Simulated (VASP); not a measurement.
# BAs (F-43m) in VASP: Born charges and dielectric tensor with PBE

Aim: the Born charges and dielectric tensor of BAs with PBE.

Program: VASP 6.6.1. These are calculated values, not measurements. Logs are shortened: lines on timing, memory, paths and dates and some standing lists are left out, and cuts for length are marked.

### Step 1. The crystal as given

Symmetry: F-43m, No. 216, cubic system. The conventional cell has a = 4.634 Å, b = 4.634 Å, c = 4.634 Å, α = 90.00°, β = 90.00°, γ = 90.00°. B (site symmetry -43m) is surrounded by 4 As at 2.01 Å. Around As (site symmetry -43m) lie 4 B at 2.01 Å.

### Step 2. Born charges and dielectric tensor, PBE

INCAR

```
SYSTEM = BAs
PREC = Accurate
ENCUT = 520
EDIFF = 1E-8
ISMEAR = 0
SIGMA = 0.02
LREAL = .False.
LASPH = .True.
NELM = 100
ALGO = Normal
ISIF = 2
LWAVE = .False.
LCHARG = .False.
GGA = PE
LEPSILON = .True.
IBRION = 8
NSW = 1
```

KPOINTS

```
Automatic mesh
0
Gamma
  8 8 8
  0 0 0
```

POSCAR

```
BAs                                     
1.0
    0.0000000000      2.3169692347      2.3169692347
    2.3169692347      0.0000000000      2.3169692347
    2.3169692347      2.3169692347      0.0000000000
  B               As            
     1     1
Direct
     0.0000000000000000    0.0000000000000000    0.0000000000000000
     0.2500000000000000    0.2500000000000000    0.2500000000000000
```

Potentials or basis: VASP PAW PBE potentials, release 64 (B, As).

Run with:

```sh
cat potpaw_PBE.64/B/POTCAR potpaw_PBE.64/As/POTCAR > POTCAR
mpirun -np 1 vasp_std > vasp.out
```

OUTCAR:

```text
SYSTEM = BAs
   PREC = Accurate
   ENCUT = 520
   EDIFF = 1E-8
   ISMEAR = 0
   LREAL = .False.
   LASPH = .True.
   NELM = 100
   ISIF = 2
   GGA = PE
   LEPSILON = .True.
   IBRION = 8
   NSW = 1

 ion  position               nearest neighbor table
   1  0.000  0.000  0.000-   2 2.01   2 2.01   2 2.01   2 2.01
   2  0.250  0.250  0.250-   1 2.01   1 2.01   1 2.01   1 2.01

  LATTYP: Found a face centered cubic cell.
 ALAT       =     4.6339384694

  Lattice vectors:

 A1 = (   0.0000000000,   2.3169692347,   2.3169692347)
 A2 = (   2.3169692347,   0.0000000000,   2.3169692347)
 A3 = (   2.3169692347,   2.3169692347,   0.0000000000)

Analysis of symmetry for initial positions (statically):
=====================================================================
 Subroutine PRICEL returns:
 Original cell was already a primitive cell.

 Routine SETGRP: Setting up the symmetry group for a
 face centered cubic supercell.

 Subroutine GETGRP returns: Found 24 space group operations
 (whereof 24 operations were pure point group operations)
 out of a pool of 48 trial point group operations.

The static configuration has the point symmetry T_d .

Analysis of symmetry for dynamics (positions and initial velocities):
=====================================================================
 Subroutine PRICEL returns:
 Original cell was already a primitive cell.

 Routine SETGRP: Setting up the symmetry group for a
 face centered cubic supercell.

 Subroutine GETGRP returns: Found 24 space group operations
 (whereof 24 operations were pure point group operations)
 out of a pool of 48 trial point group operations.

The dynamic configuration has the point symmetry T_d .

 Subroutine INISYM returns: Found 24 space group operations
 (whereof 24 operations are pure point group operations),
 and found     1 'primitive' translations

----------------------------------------------------------------------------------------

                                     Primitive cell

  volume of cell :      24.8766

  direct lattice vectors                    reciprocal lattice vectors
     0.000000000  2.316969235  2.316969235    -0.215799154  0.215799154  0.215799154
     2.316969235  0.000000000  2.316969235     0.215799154 -0.215799154  0.215799154
     2.316969235  2.316969235  0.000000000     0.215799154  0.215799154 -0.215799154

  length of vectors
     3.276689315  3.276689315  3.276689315     0.373775098  0.373775098  0.373775098

  position of ions in fractional coordinates (direct lattice)
     0.000000000  0.000000000  0.000000000
     0.250000000  0.250000000  0.250000000

  ion indices of the primitive-cell ions
   primitive index   ion index
                 1           1
                 2           2

----------------------------------------------------------------------------------------

 KPOINTS: Automatic mesh

Automatic generation of k-mesh.
 Grid dimensions read from file:
 generate k-points for:    8    8    8

 Generating k-lattice:

  Cartesian coordinates                     Fractional coordinates (reciprocal lattice)
    -0.026974894  0.026974894  0.026974894     0.125000000  0.000000000  0.000000000
     0.026974894 -0.026974894  0.026974894     0.000000000  0.125000000  0.000000000
     0.026974894  0.026974894 -0.026974894     0.000000000  0.000000000  0.125000000

  Length of vectors
     0.046721887  0.046721887  0.046721887

  Shift w.r.t. Gamma in fractional coordinates (k-lattice)
     0.000000000  0.000000000  0.000000000

 Subroutine IBZKPT returns following result:
 ===========================================

 Found     29 irreducible k-points:

 Following reciprocal coordinates:
            Coordinates               Weight
  0.000000  0.000000  0.000000      1.000000
  0.125000  0.000000  0.000000      8.000000
[... 370 lines left out ...]
     2.316969235  0.000000000  2.316969235     0.215799154 -0.215799154  0.215799154
     2.316969235  2.316969235  0.000000000     0.215799154  0.215799154 -0.215799154

 POSITION                                       TOTAL-FORCE (eV/Angst)
 -----------------------------------------------------------------------------------
      0.00000      0.00000      0.00000         0.000000      0.000000      0.000000
      1.15848      1.15848      1.15848        -0.000000     -0.000000     -0.000000
 -----------------------------------------------------------------------------------
    total drift:                                0.000000      0.000000      0.000000

  FREE ENERGIE OF THE ION-ELECTRON SYSTEM (eV)
  ---------------------------------------------------
  free  energy   TOTEN  =       -11.2429176871 eV

  energy  without entropy=      -11.2429176871  energy(sigma->0) =      -11.24291769

 HEAD OF MICROSCOPIC STATIC DIELECTRIC TENSOR (INDEPENDENT PARTICLE, excluding Hartree and local field effects)
 ------------------------------------------------------
          10.094219    -0.000000     0.000000
          -0.000000    10.094219     0.000000
          -0.000000    -0.000000    10.094219
 ------------------------------------------------------

 Free energy of the ion-electron system (eV)
  ---------------------------------------------------
  ---------------------------------------------------
  free energy    TOTEN  =        -0.64999288 eV

  energy without entropy =       -0.64999288

------------------------ aborting loop because EDIFF is reached ----------------------------------------

--------------------------------------- Ionic step        2  -------------------------------------------

------------------------ aborting loop because EDIFF is reached ----------------------------------------

--------------------------------------- Ionic step        3  -------------------------------------------

------------------------ aborting loop because EDIFF is reached ----------------------------------------

 PIEZOELECTRIC TENSOR FIELD DIRECTION 3  (e Angst)
 -----------------------------------------------------------------------------
    -0.00025  0.34172  0.00000           ( -0.00000  0.10031  0.00000)
     0.34172 -0.00025  0.00000           (  0.10031 -0.00000  0.00000)
     0.00000  0.00000 -0.00027           (  0.00000  0.00000 -0.00000)

 PIEZOELECTRIC TENSOR FIELD DIRECTION 3  (C/m^2)
 -----------------------------------------------------------------------------
    -0.00016  0.22008  0.00000
     0.22008 -0.00016  0.00000
     0.00000  0.00000 -0.00018

--------------------------------------- Ionic step        4  -------------------------------------------

------------------------ aborting loop because EDIFF is reached ----------------------------------------

[... ionic steps 5 to 6 ...]

--------------------------------------- Ionic step        7  -------------------------------------------

 Free energy of the ion-electron system (eV)
  ---------------------------------------------------
  ---------------------------------------------------
  free energy    TOTEN  =        -0.03609374 eV

  energy without entropy =       -0.03609374

------------------------ aborting loop because EDIFF is reached ----------------------------------------

 INTERNAL STRAIN TENSOR  FOR ION    2  DIRECTION 1   (eV/Angst):
 -----------------------------------------------------------------------------
     0.00727  0.00000  0.00000
     0.00000 -0.00098-11.40462
     0.00000-11.40462 -0.00098

 MACROSCOPIC STATIC DIELECTRIC TENSOR (including local field effects in DFT)
 ------------------------------------------------------
           9.820238    -0.000000    -0.000000
           0.000000     9.820238     0.000000
           0.000000     0.000000     9.820238
 ------------------------------------------------------

 PIEZOELECTRIC TENSOR (including local field effects)  for field in x, y, z        (e  Angst)
          XX          YY          ZZ          XY          YZ          ZX
  --------------------------------------------------------------------------------
  x    -0.00000    -0.00000     0.00000     0.00000     0.33452     0.00000
  y    -0.00000     0.00000    -0.00000     0.00000     0.00000     0.33452
  z     0.00000     0.00000     0.00000     0.33452     0.00000     0.00000

 PIEZOELECTRIC TENSOR (including local field effects)  for field in x, y, z        (C/m^2)
          XX          YY          ZZ          XY          YZ          ZX
  --------------------------------------------------------------------------------
  x    -0.00000    -0.00000     0.00000     0.00000     0.21545     0.00000
  y    -0.00000     0.00000    -0.00000     0.00000     0.00000     0.21545
  z     0.00000     0.00000     0.00000     0.21545     0.00000     0.00000

 BORN EFFECTIVE CHARGES (including local field effects) (in |e|, cummulative output)
 ---------------------------------------------------------------------------------
 ion    1
    1    -0.80131     0.00000     0.00000
    2     0.00000    -0.80131     0.00000
    3    -0.00000    -0.00000    -0.80131
 ion    2
    1     0.80131    -0.00000    -0.00000
    2    -0.00000     0.80131    -0.00000
    3     0.00000     0.00000     0.80131

 INTERNAL STRAIN TENSOR FOR ION    2 for displacements in x,y,z  (eV/Angst):
          X           Y           Z          XY          YZ          ZX
  --------------------------------------------------------------------------------
  x     0.00000    -0.00000    -0.00000     0.00000   -11.40462     0.00000
  y     0.00000     0.00000     0.00000     0.00000     0.00000   -11.40462
  z    -0.00000    -0.00000     0.00000   -11.40462     0.00000     0.00000

 SECOND DERIVATIVES (NOT SYMMETRIZED)
 ------------------------------------
               1X          1Y          1Z          2X          2Y          2Z
  1X   -20.196499    0.000000    0.000000   20.196499    0.000000    0.000000
  1Y     0.000000  -20.196499    0.000000    0.000000   20.196499    0.000000
  1Z     0.000000    0.000000  -20.196499    0.000000    0.000000   20.196499
  2X    20.197302    0.000000    0.000000  -20.197302    0.000000    0.000000
  2Y     0.000000   20.197302    0.000000    0.000000  -20.197302    0.000000
  2Z     0.000000    0.000000   20.197302    0.000000    0.000000  -20.197302

 Eigenvectors and eigenvalues of the dynamical matrix
 ----------------------------------------------------

   1 f  =   22.857370 THz   143.617091 2PiTHz  762.439794 cm-1    94.530444 meV
             X         Y         Z           dx          dy          dz
      0.000000  0.000000  0.000000     0.934823    0.000000    0.000000
      1.158485  1.158485  1.158485    -0.355113    0.000000    0.000000
[... 21 lines left out ...]
   6 f/i=    0.000151 THz     0.000947 2PiTHz    0.005029 cm-1     0.000623 meV
             X         Y         Z           dx          dy          dz
      0.000000  0.000000  0.000000     0.024411    0.214347    0.282072
      1.158485  1.158485  1.158485     0.064261    0.564261    0.742546

--------------------------------------------------------------------------------------------------------

 MACROSCOPIC STATIC DIELECTRIC TENSOR IONIC CONTRIBUTION
 ------------------------------------------------------
           0.231255     0.000000     0.000000
           0.000000     0.231255    -0.000000
           0.000000    -0.000000     0.231255
 ------------------------------------------------------

 ELASTIC MODULI CONTR FROM IONIC RELAXATION (kBar)
 Direction    XX          YY          ZZ          XY          YZ          ZX
 --------------------------------------------------------------------------------
 XX          -0.0000     -0.0000      0.0000     -0.0000      0.0000     -0.0000
 YY          -0.0000     -0.0000     -0.0000     -0.0000     -0.0000     -0.0000
 ZZ           0.0000     -0.0000     -0.0000      0.0000     -0.0000     -0.0000
 XY          -0.0000     -0.0000      0.0000   -429.2460     -0.0000      0.0000
 YZ           0.0000     -0.0000     -0.0000     -0.0000   -429.2460     -0.0000
 ZX          -0.0000     -0.0000     -0.0000      0.0000     -0.0000   -429.2460
 --------------------------------------------------------------------------------

 PIEZOELECTRIC TENSOR IONIC CONTR  for field in x, y, z        (C/m^2)
          XX          YY          ZZ          XY          YZ          ZX
  --------------------------------------------------------------------------------
  x     0.00000    -0.00000    -0.00000    -0.00000    -0.29646    -0.00000
  y    -0.00000    -0.00000    -0.00000     0.00000    -0.00000    -0.29646
  z    -0.00000    -0.00000     0.00000    -0.29646    -0.00000     0.00000
```

It took 50 s on 1 thread of Intel Xeon 6975P-C (Granite Rapids), shared host; peak memory 0.19 GiB.

What came out:

| Property | Result |
| --- | --- |
| Band gap on the k mesh | 1.10 eV, indirect (least direct gap 3.40 eV) |
| Electronic dielectric tensor (diagonal) | 9.82 |
| Born charges (mean of the diagonal) | B -0.80; As +0.80 e |
| Highest phonon frequency at Γ, LO-TO splitting left out | 762 cm⁻¹ |

Phonon frequencies in cm⁻¹ (negative: imaginary):
```csv
q point,frequencies
"(0.000, 0.000, 0.000)",0 0 0 762 762 762
```

Electronic dielectric tensor:
```
9.82 0.00 0.00
0.00 9.82 0.00
0.00 0.00 9.82
```

Born effective charge tensors (e):
atom 1, B
```
-0.80  0.00  0.00
 0.00 -0.80  0.00
 0.00  0.00 -0.80
```
atom 2, As
```
0.80 0.00 0.00
0.00 0.80 0.00
0.00 0.00 0.80
```
